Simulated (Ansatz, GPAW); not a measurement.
# Geometry or basis: what sets the conductance of a Ru chain with one N atom in line, part 2 of 2

How well does a Ru chain with one N atom in line conduct once its atoms have relaxed, and how much do cheaper levels lose?

GPAW 26.7.0 and Ansatz 0.2.0; Ansatz plane waves; relaxation of the junction with the lead ends held; PAW set soft_1 (the session's first sound run).

So far, transmission at the Fermi level (one spin): step 3 (plane waves, PBE) 2.59.

### 4. Double-zeta polarised basis

The script solves lead and junction separately, takes H and S in the orbital basis, and joins semi-infinite leads through their self-energies; the dzp basis is the working standard.

This step: GPAW LCAO, PAW setups; Landauer transmission from Green's functions with principal layers (ASE), zero bias (GPAW 26.7.0).

File run.py:

```python
import json
import numpy as np
from ase import Atoms
from ase.transport.calculators import TransportCalculator
from gpaw import GPAW, FermiDirac
from gpaw.lcao.tools import get_lcao_hamiltonian
from scipy.linalg import eigh

# The junction with lead layers at both ends, along the third cell vector
device = Atoms(
    ['Ru', 'Ru', 'Ru', 'Ru', 'Ru', 'Ru', 'Ru', 'Ru', 'N', 'Ru', 'Ru', 'Ru', 'Ru', 'Ru', 'Ru', 'Ru', 'Ru'],
    positions=[
        [4.50000, 4.50000, 1.12500],
        [4.50000, 4.50000, 3.37500],
        [4.50000, 4.50000, 5.62500],
        [4.50000, 4.50000, 7.87500],
        [4.50000, 4.50000, 10.12500],
        [4.50000, 4.50000, 12.37500],
        [4.93135, 4.33886, 14.64573],
        [4.13952, 4.64309, 16.79090],
        [4.49829, 4.50245, 18.58510],
        [4.85911, 4.36905, 20.37924],
        [4.06664, 4.67180, 22.52458],
        [4.50000, 4.50000, 24.79380],
        [4.50000, 4.50000, 27.04380],
        [4.50000, 4.50000, 29.29380],
        [4.50000, 4.50000, 31.54380],
        [4.50000, 4.50000, 33.79380],
        [4.50000, 4.50000, 36.04380]],
    cell=[[9.0, 0.0, 0.0], [0.0, 9.0, 0.0], [0.0, 0.0, 37.1688]],
    pbc=True)

# One principal layer of the lead: the first 5 atoms of the device
lead = Atoms(
    ['Ru', 'Ru', 'Ru', 'Ru', 'Ru'],
    positions=[
        [4.50000, 4.50000, 1.12500],
        [4.50000, 4.50000, 3.37500],
        [4.50000, 4.50000, 5.62500],
        [4.50000, 4.50000, 7.87500],
        [4.50000, 4.50000, 10.12500]],
    cell=[[9.0, 0.0, 0.0], [0.0, 9.0, 0.0], [0.0, 0.0, 11.25]],
    pbc=True)

settings = dict(mode='lcao', basis='dzp', xc='PBE', h=0.18,
                occupations=FermiDirac(0.1), maxiter=250,
                mixer=dict(beta=0.1, nmaxold=8, weight=100.0),
                convergence=dict(density=0.0001))
energies = np.arange(-2, 2 + 1e-9, 0.025)
eta = 0.0001
n1, n2 = 1, 1
# k and -k transmit alike, so half of the mesh across the current serves
mesh = [(i, j) for i in range(n1) for j in range(n2) if (i, j) <= (-i % n1, -j % n2)]
weights = np.array([1 if (i, j) == (-i % n1, -j % n2) else 2 for i, j in mesh]) / (n1 * n2)

# [... helper functions left out ...]
fermi_lead = ground_state(lead, (1, 1, 10), 'lead.txt')
fermi_device = ground_state(device, (1, 1, 2), 'device.txt')
# [... loop over the mesh left out, but for ...]
        # Shift the lead onto the potential of the device's first layer
        shift = ((H[:, 0, 0] - H0[:, 0, 0]) / S0[0, 0]).real.mean()
# [...]
kT = 8.617333e-5 * 300
bias = [0.1, 0.2, 0.5, 1.0, 1.5, 2.0]
# [... integrals and printing left out ...]
```

On the command line:

```bash
OMP_NUM_THREADS=1 OPENBLAS_NUM_THREADS=1 python run.py
```

Elapsed: 9.4 min, on 1 thread of Intel Xeon Platinum 8375C at 2.90GHz (Ice Lake), shared host; peak memory 2.2 GiB.

This step gave:

```
conductance                                    : 2.552 G₀
largest coupling past the next principal layer : 2.00e-5 eV
largest misfit of the first principal layer    : 0.02860 eV
shift that aligns the lead                     : 0.006504 eV
basis functions of the junction                : 477
basis functions of a principal layer           : 145
transmission at the Fermi level (one spin)     : 2.549
```

One spin. The transmission, zone mean by energy, zero at the Fermi level:

energy (eV), transmission, zone mean and a bar from the least value:
```
   -2.000       2.35 #################
   -1.900       2.39 ###################
   -1.800       2.42 ###################
   -1.700       2.42 ####################
   -1.600       2.42 ###################
   -1.500       2.41 ###################
   -1.400       2.39 ###################
   -1.300       2.36 ##################
   -1.250       2.54 #######################
   -1.200       2.40 ###################
   -1.100       2.51 ######################
   -1.000       2.62 #########################
   -0.900       2.71 ############################
   -0.800       2.78 ##############################
   -0.775       2.79 ##############################
   -0.700       2.78 ##############################
   -0.600       2.67 ###########################
   -0.500       2.53 #######################
   -0.400       2.45 ####################
   -0.300       2.42 ###################
   -0.200       2.49 ######################
   -0.100       2.52 ######################
    0.000       2.55 #######################
    0.100       2.60 #########################
    0.125       2.60 #########################
    0.200       2.50 ######################
    0.275       2.77 ##############################
    0.300       2.73 ############################
    0.400       2.50 ######################
    0.500       2.34 #################
    0.600       2.23 ##############
    0.700       2.14 ###########
    0.800       2.07 #########
    0.900       2.00 #######
    1.000       1.93 #####
    1.100       1.87 ####
    1.200       1.82 ##
    1.300       1.80 ##
    1.400       1.83 ##
    1.500       1.87 ####
    1.600       1.88 ####
    1.700       1.91 #####
    1.800       1.96 ######
    1.900       1.90 ####
    2.000       1.74
```

Not self-consistent under bias; the bias window is split evenly. Current through one cell, from the zero-bias transmission against bias:

| bias (V) | current through one cell, from the zero-bias transmission (μA) |
| --- | --- |
| 0.100 | 19.8 |
| 0.200 | 39.6 |
| 0.500 | 98.7 |
| 1.000 | 196 |
| 1.500 | 291 |
| 2.000 | 382 |

Transmission of the three most open eigenchannels against energy, zero at the Fermi level:

| energy (eV) | channel 1 | channel 2 | channel 3 |
| --- | --- | --- | --- |
| -2.000 | 0.998 | 0.940 | 0.408 |
| -1.900 | 0.998 | 0.926 | 0.467 |
| -1.800 | 0.998 | 0.904 | 0.513 |
| -1.700 | 0.997 | 0.879 | 0.548 |
| -1.600 | 0.995 | 0.855 | 0.570 |
| -1.500 | 0.990 | 0.836 | 0.581 |
| -1.400 | 0.983 | 0.825 | 0.583 |
| -1.300 | 0.970 | 0.819 | 0.572 |
| -1.200 | 0.912 | 0.835 | 0.652 |
| -1.100 | 0.915 | 0.880 | 0.717 |
| -1.000 | 0.937 | 0.915 | 0.762 |
| -0.900 | 0.939 | 0.935 | 0.821 |
| -0.800 | 0.952 | 0.928 | 0.878 |
| -0.700 | 0.973 | 0.952 | 0.824 |
| -0.600 | 0.998 | 0.930 | 0.709 |
| -0.500 | 0.982 | 0.904 | 0.603 |
| -0.400 | 0.934 | 0.921 | 0.553 |
| -0.300 | 0.966 | 0.875 | 0.538 |
| -0.200 | 0.995 | 0.827 | 0.633 |
| -0.100 | 0.974 | 0.812 | 0.704 |
| 0.000 | 0.975 | 0.827 | 0.720 |
| 0.100 | 0.984 | 0.856 | 0.735 |
| 0.200 | 0.974 | 0.882 | 0.632 |
| 0.300 | 0.979 | 0.928 | 0.811 |
| 0.400 | 0.993 | 0.934 | 0.562 |
| 0.500 | 0.997 | 0.869 | 0.467 |
| 0.600 | 0.996 | 0.798 | 0.430 |
| 0.700 | 0.978 | 0.740 | 0.422 |
| 0.800 | 0.936 | 0.698 | 0.432 |
| 0.900 | 0.866 | 0.674 | 0.459 |
| 1.000 | 0.763 | 0.666 | 0.501 |
| 1.100 | 0.677 | 0.627 | 0.560 |
| 1.200 | 0.707 | 0.636 | 0.471 |
| 1.300 | 0.757 | 0.725 | 0.318 |
| 1.400 | 0.821 | 0.818 | 0.187 |
| 1.500 | 0.911 | 0.871 | 0.0861 |
| 1.600 | 0.975 | 0.893 | 0.0160 |
| 1.700 | 0.998 | 0.907 | 9.1e-5 |
| 1.800 | 0.986 | 0.972 | 1.1e-4 |
| 1.900 | 0.995 | 0.900 | 1.2e-4 |
| 2.000 | 0.959 | 0.785 | 3.0e-4 |

At the Fermi level T is 2.55 against 2.59 in plane waves. Couplings past the next layer reach 2.0e-5 eV, small enough to drop; the matrix elements of the cell's first layer differ from the bulk lead's by up to 0.029 eV. That layer keeps its own values in the calculation, and only beyond it is the lead taken as perfect. The Fermi levels of lead and junction count from different zeros of potential, one for each periodic cell; with both set to zero, the small remaining shift is what aligns them. By hand: G = 2.552 × 77.48 μS = 198 μS, a resistance of 5.06 kΩ; at 0.1 V a linear junction would pass 19.8 μA, and the integral over the bias window gives 19.8 μA.

### 5. GPAW, szp: basis = "szp(dzp)"

The second zeta is dropped, the polarisation orbitals stay.

Changes to run.py since step 4:

```diff
@@ -44,3 +44,3 @@
 
-settings = dict(mode='lcao', basis='dzp', xc='PBE', h=0.18,
+settings = dict(mode='lcao', basis='szp(dzp)', xc='PBE', h=0.18,
                 occupations=FermiDirac(0.1), maxiter=250,
```

Run time: 6.3 min. Hardware: 1 thread; peak memory 2.1 GiB.

Numbers from this step:

```
conductance                                    : 2.546 G₀
largest coupling past the next principal layer : 2.01e-5 eV
largest misfit of the first principal layer    : 0.02963 eV
shift that aligns the lead                     : 0.007405 eV
basis functions of the junction                : 265
basis functions of a principal layer           : 80
transmission at the Fermi level (one spin)     : 2.543
```

One spin. Transmission, zone mean against energy, zero at the Fermi level:

| energy (eV) | transmission, zone mean |
| --- | --- |
| -2.000 | 2.39 |
| -1.800 | 2.46 |
| -1.600 | 2.47 |
| -1.400 | 2.46 |
| -1.200 | 2.41 |
| -1.000 | 2.67 |
| -0.800 | 2.83 |
| -0.750 | 2.85 |
| -0.600 | 2.72 |
| -0.400 | 2.48 |
| -0.200 | 2.47 |
| 0.000 | 2.54 |
| 0.200 | 2.53 |
| 0.250 | 2.74 |
| 0.400 | 2.40 |
| 0.600 | 2.16 |
| 0.800 | 2.03 |
| 1.000 | 1.91 |
| 1.200 | 1.78 |
| 1.400 | 1.77 |
| 1.600 | 1.84 |
| 1.775 | 1.98 |
| 1.800 | 1.98 |
| 2.000 | 1.60 |

The conductance, 2.55 G₀, lies 0.2 % below that of the dzp run.

### 6. GPAW, sz: basis = "sz(dzp)"

One function for each valence shell of the setup, as for a first survey of a large system.

Changes to run.py since step 5:

```diff
@@ -44,3 +44,3 @@
 
-settings = dict(mode='lcao', basis='szp(dzp)', xc='PBE', h=0.18,
+settings = dict(mode='lcao', basis='sz(dzp)', xc='PBE', h=0.18,
                 occupations=FermiDirac(0.1), maxiter=250,
```

Elapsed: 5.5 min, on 1 thread; peak memory 2 GiB.

This step gave:

```yaml
conductance: 2.528 G₀
largest_coupling_past_the_next_principal_layer: 2.00e-5 eV
largest_misfit_of_the_first_principal_layer: 0.02904 eV
shift_that_aligns_the_lead: 0.007367 eV
basis_functions_of_the_junction: 212
basis_functions_of_a_principal_layer: 65
transmission_at_the_fermi_level_one_spin: 2.526
```

The conductance, 2.53 G₀, lies 1.0 % below that of the dzp run.

### 7. LDA in the dzp basis: xc = "LDA"

Back in the dzp basis, the functional changes from PBE to LDA, to set the spread between functionals beside that between bases.

Changes to run.py since step 6:

```diff
@@ -44,3 +44,3 @@
 
-settings = dict(mode='lcao', basis='sz(dzp)', xc='PBE', h=0.18,
+settings = dict(mode='lcao', basis='dzp', xc='LDA', h=0.18,
                 occupations=FermiDirac(0.1), maxiter=250,
```

Wall time 8.3 min (1 thread); peak memory 2.2 GiB.

This step gave:

```yaml
conductance: 2.543 G₀
largest_coupling_past_the_next_principal_layer: 2.03e-5 eV
largest_misfit_of_the_first_principal_layer: 0.02852 eV
shift_that_aligns_the_lead: 0.005307 eV
basis_functions_of_the_junction: 477
basis_functions_of_a_principal_layer: 145
transmission_at_the_fermi_level_one_spin: 2.541
```

One spin. Transmission, zone mean against energy, zero at the Fermi level:

energy (eV), transmission, zone mean and a bar from the least value:
```
   -2.000       2.35 #################
   -1.900       2.39 ###################
   -1.800       2.42 ###################
   -1.700       2.43 ####################
   -1.600       2.42 ####################
   -1.500       2.41 ###################
   -1.400       2.40 ###################
   -1.300       2.53 #######################
   -1.200       2.42 ####################
   -1.100       2.54 #######################
   -1.000       2.64 ##########################
   -0.900       2.72 ############################
   -0.800       2.77 ##############################
   -0.725       2.78 ##############################
   -0.700       2.77 ##############################
   -0.600       2.68 ###########################
   -0.500       2.53 #######################
   -0.400       2.44 ####################
   -0.300       2.44 ####################
   -0.200       2.49 #####################
   -0.100       2.52 ######################
    0.000       2.54 #######################
    0.100       2.58 ########################
    0.200       2.54 #######################
    0.275       2.77 ##############################
    0.300       2.73 ############################
    0.400       2.48 #####################
    0.500       2.32 #################
    0.600       2.21 #############
    0.700       2.12 ###########
    0.800       2.03 ########
    0.900       1.95 ######
    1.000       1.87 ###
    1.100       1.80 #
    1.200       1.75 
    1.300       1.75 
    1.400       1.79 #
    1.500       1.84 ###
    1.600       1.87 ####
    1.700       1.91 #####
    1.800       1.96 ######
    1.900       1.90 ####
    2.000       1.76
```

The conductance, 2.54 G₀, lies 0.4 % below that of the dzp run.

### 8. Without the relaxation: geometry = "as built"

The dzp basis with PBE on the structure as first built shows what the relaxation was worth.

Changes to run.py since step 7:

```diff
@@ -18,7 +18,7 @@
         [4.50000, 4.50000, 12.37500],
-        [4.93135, 4.33886, 14.64573],
-        [4.13952, 4.64309, 16.79090],
-        [4.49829, 4.50245, 18.58510],
-        [4.85911, 4.36905, 20.37924],
-        [4.06664, 4.67180, 22.52458],
+        [4.50000, 4.50000, 14.62500],
+        [4.50000, 4.50000, 16.87500],
+        [4.50000, 4.50000, 18.58440],
+        [4.50000, 4.50000, 20.29380],
+        [4.50000, 4.50000, 22.54380],
         [4.50000, 4.50000, 24.79380],
@@ -44,3 +44,3 @@
 
-settings = dict(mode='lcao', basis='dzp', xc='LDA', h=0.18,
+settings = dict(mode='lcao', basis='dzp', xc='PBE', h=0.18,
                 occupations=FermiDirac(0.1), maxiter=250,
```

Run time: 7.4 min. Hardware: 1 thread; peak memory 2.2 GiB.

Numbers from this step:

| Property | Result |
| --- | --- |
| conductance | 3.096 G₀ |
| largest coupling past the next principal layer | 2.00e-5 eV |
| largest misfit of the first principal layer | 0.03980 eV |
| shift that aligns the lead | -0.01085 eV |
| transmission at the Fermi level (one spin) | 3.098 |

The conductance, 3.10 G₀, lies 21 % above that of the dzp run.

### 9. All levels side by side

Times are wall times on the hardware named with each run. The series side by side:

| no. | run | conductance (G₀) | time | memory (GiB) |
| --- | --- | --- | --- | --- |
| 1 | pw PBE | 2.590 | 1.9 min | 4.5 |
| 2 | dzp | 2.552 | 9.4 min | 2.2 |
| 3 | szp | 2.546 | 6.3 min | 2.1 |
| 4 | sz | 2.528 | 5.5 min | 2 |
| 5 | dzp LDA | 2.543 | 8.3 min | 2.2 |
| 6 | asbuilt | 3.096 | 7.4 min | 2.2 |

### 10. The levels side by side

The curves are compared point by point over the common energies.

This step: comparison of transmission and cost over codes, levels and geometry; PAW set soft_1 (GPAW 26.7.0).

Ladder, by row:

| step | code | T at the Fermi level (sum over the listed spins) | conductance (G0) | r.m.s. T(E) from the first | wall time (s) | peak memory (GiB) | threads |
| --- | --- | --- | --- | --- | --- | --- | --- |
| pw-pbe | Ansatz | 2.594 | 2.59 | 0 | 111.1 | 4.488 | 4 |
| dzp | GPAW | 2.549 | 2.552 | 0.1382 | 564.7 | 2.2 | 1 |
| szp | GPAW | 2.543 | 2.546 | 0.1654 | 376.2 | 2.09 | 1 |
| sz | GPAW | 2.526 | 2.528 | 0.1792 | 330.5 | 2 | 1 |
| dzp-LDA | GPAW | 2.541 | 2.543 | 0.1472 | 499.8 | 2.2 | 1 |
| asbuilt | GPAW | 3.098 | 3.096 | 0.6389 | 443.4 | 2.2 | 1 |

The transmission, zone mean, sum over the listed spins by energy, zero at the Fermi level:

| energy (eV) | pw-pbe | dzp | szp | sz | dzp-LDA | asbuilt |
| --- | --- | --- | --- | --- | --- | --- |
| -2.0000 | 2.30 | 2.35 | 2.39 | 2.40 | 2.35 | 2.48 |
| -1.7500 | 2.38 | 2.42 | 2.47 | 2.46 | 2.43 | 2.54 |
| -1.6750 | 2.38 | 2.42 | 2.47 | 2.46 | 2.43 | 2.56 |
| -1.5000 | 2.36 | 2.41 | 2.47 | 2.45 | 2.41 | 2.63 |
| -1.2500 | 2.34 | 2.54 | 2.42 | 2.39 | 2.39 | 2.82 |
| -1.0000 | 2.61 | 2.62 | 2.67 | 2.66 | 2.64 | 2.91 |
| -0.8000 | 2.75 | 2.78 | 2.83 | 2.82 | 2.77 | 2.97 |
| -0.7500 | 2.73 | 2.78 | 2.85 | 2.83 | 2.76 | 2.98 |
| -0.5000 | 2.46 | 2.53 | 2.56 | 2.54 | 2.53 | 3.02 |
| -0.2500 | 2.49 | 2.47 | 2.46 | 2.44 | 2.46 | 3.07 |
| 0.0000 | 2.59 | 2.55 | 2.54 | 2.53 | 2.54 | 3.10 |
| 0.2500 | 2.78 | 2.73 | 2.74 | 2.74 | 2.64 | 3.01 |
| 0.5000 | 2.46 | 2.34 | 2.25 | 2.27 | 2.32 | 3.02 |
| 0.7500 | 2.17 | 2.11 | 2.05 | 2.05 | 2.08 | 3.01 |
| 1.0000 | 1.98 | 1.93 | 1.91 | 1.84 | 1.87 | 2.99 |
| 1.2500 | 1.86 | 1.80 | 1.76 | 1.66 | 1.74 | 2.94 |
| 1.5000 | 1.90 | 1.87 | 1.81 | 1.67 | 1.84 | 2.83 |
| 1.7500 | 1.91 | 1.95 | 1.97 | 1.95 | 1.95 | 2.74 |
| 2.0000 | 1.78 | 1.74 | 1.60 | 1.47 | 1.76 | 2.14 |

### 11. K-points along the lead 4

The lead's own mesh along the current sets its density and potential; where the lead is aligned to the junction's end layer, a rigid shift drops out.

This step: GPAW LCAO, PAW setups; Landauer transmission from Green's functions with principal layers (ASE), zero bias (GPAW 26.7.0).

Changes to run.py since step 8:

```diff
@@ -18,7 +18,7 @@
         [4.50000, 4.50000, 12.37500],
-        [4.50000, 4.50000, 14.62500],
-        [4.50000, 4.50000, 16.87500],
-        [4.50000, 4.50000, 18.58440],
-        [4.50000, 4.50000, 20.29380],
-        [4.50000, 4.50000, 22.54380],
+        [4.93135, 4.33886, 14.64573],
+        [4.13952, 4.64309, 16.79090],
+        [4.49829, 4.50245, 18.58510],
+        [4.85911, 4.36905, 20.37924],
+        [4.06664, 4.67180, 22.52458],
         [4.50000, 4.50000, 24.79380],
@@ -56,3 +56,3 @@
 # [... helper functions left out ...]
-fermi_lead = ground_state(lead, (1, 1, 10), 'lead.txt')
+fermi_lead = ground_state(lead, (1, 1, 4), 'lead.txt')
 fermi_device = ground_state(device, (1, 1, 2), 'device.txt')
```

Run time: 9.1 min. Hardware: 1 thread; peak memory 2.2 GiB.

The run finished with changed settings (lead_nz = 4); it serves as a test.

Side by side:

| quantity | this run | sound run | difference |
| --- | --- | --- | --- |
| conductance (G₀) | 2.5151 | 2.5519 | -0.0368 |
| largest coupling past the next principal layer (eV) | 2.001e-5 | 2.002e-5 | -1.0e-8 |
| largest misfit of the first principal layer (eV) | 0.048197 | 0.028603 | 0.0196 |
| shift that aligns the lead (eV) | -0.0087268 | 0.0065043 | -0.0152 |
| transmission at the Fermi level (one spin) | 2.5157 | 2.5494 | -0.0337 |

### 12. Results

```json
{"conductance": "2.55 G₀", "transmission at the Fermi level, mean of the spins": "2.55", "thermopower": "about 0 (under 1.5 μV/K)"}
```

**Reading.** In the dzp basis the junction conducts 2.55 G₀ at 300 K, with T = 2.55 a spin at the Fermi level; the sz basis reaches that conductance within 10 %. Relaxation moved atoms by up to 0.47 Å and took the conductance from 3.10 to 2.55 G₀, as a ratio a larger change than the step from dzp to the minimal basis. Plane waves (PBE) give T = 2.59 there. At the Fermi level the three most open eigenchannels pass 0.98, 0.83 and 0.72. Measured against the first run (pw-pbe), the nearest curve is that of dzp (r.m.s. 0.14) and the farthest that of asbuilt (0.64). Over the compared runs wall time goes from 111 s (pw-pbe) to 565 s (dzp), on a shared host; the plane-wave run used 4 threads and the orbital runs 1. The leads kept an estimated spacing and the cell its length, so the junction may be under some tension or compression. The run had no spin polarisation, so a magnetic state, which chains and small molecules with open shells often have, wasn't tested. An evenly spaced straight chain is an idealisation: free chains tend to dimerise, zigzag or, where a band edge lies near the Fermi level, turn magnetic. The currents use the zero-bias T(E) throughout, which holds only while the bias is small against the distance to the nearest feature.

[Logs are printed without paths, hosts, clocks, repeated set-up lines and the standing remarks that a program may print on its own settings, such as how far it seeks lower states.]

[Hosts, paths, dates, database ids (printed as entryN), source tags and the programs' standing remarks are cut or masked in the printed files.]
